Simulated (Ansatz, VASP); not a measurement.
AlN in VASP and in Ansatz

Contents of INCAR:

```
  ALGO = Normal
  EDIFF = 1E-7
  ENCUT = 520
  GGA = PE
  ISIF = 2
  ISMEAR = 0
  LASPH = T
  LCHARG = F
  LREAL = F
  LWAVE = F
  NBANDS = 11
  NELM = 80
  PREC = Accurate
  SIGMA = 0.05
```

The input KPOINTS:

```
k-points
0
Gamma
  10 10 10
```

File POSCAR:

```
AlN
1.0
    0.0000000000      2.1355394912      2.1355394912
    2.1355394912      0.0000000000      2.1355394912
    2.1355394912      2.1355394912      0.0000000000
Al N
1 1
Direct
    0.0000000000      0.0000000000      0.0000000000
    0.7500000000      0.7500000000      0.7500000000
```

Input for Ansatz:

```yaml
crystal:
  lattice:
    - [0.0, 2.1355394912, 2.1355394912]
    - [2.1355394912, 0.0, 2.1355394912]
    - [2.1355394912, 2.1355394912, 0.0]
  atoms:
    - { symbol: Al, position: [0.0, 0.0, 0.0] }
    - { symbol: "N", position: [0.75, 0.75, 0.75] }
basis:
  ecutwfc: 420
kpoints:
  mp_grid: { grid: [10, 10, 10] }
hamiltonian:
  xc: pbe
scf:
  occupations: { method: gaussian, width: 0.05 }
output:
  forces: true
  stress: true
  eigenvalues: true
```

Change from the starting cell: strain -0.030 along x and y, -0.030 along z, atoms carried along.

Alike in both runs: task single point; functional PBE; k mesh 10 × 10 × 10; occupations gaussian, width 0.05 eV; no spin polarisation.

```csv
,VASP,Ansatz
version,VASP 6.6.1,Ansatz 0.2.0
potentials or method,"VASP PAW PBE potentials, release 64 (Al, N)","scalar-relativistic, plane waves, PAW"
plane-wave cutoff (eV),520,420
valence electrons in the cell,8,8
```

VASP gave:

| Quantity | Value |
| --- | --- |
| gap on the k mesh at the Fermi level (eV) | 3.35 |
| least direct gap on the mesh (eV) | 4.81 |
| pressure (GPa) | 20.8 |

Task: Which values does Ansatz return?

Result: gap on the k mesh at the Fermi level (eV): 3.36; least direct gap on the mesh (eV): 4.79; pressure (GPa): 21.0.

Caveats: so large a pressure means that the cell lies far from this level's equilibrium, or that cutoff or potentials fall short (VASP). A k mesh can miss the band edges.
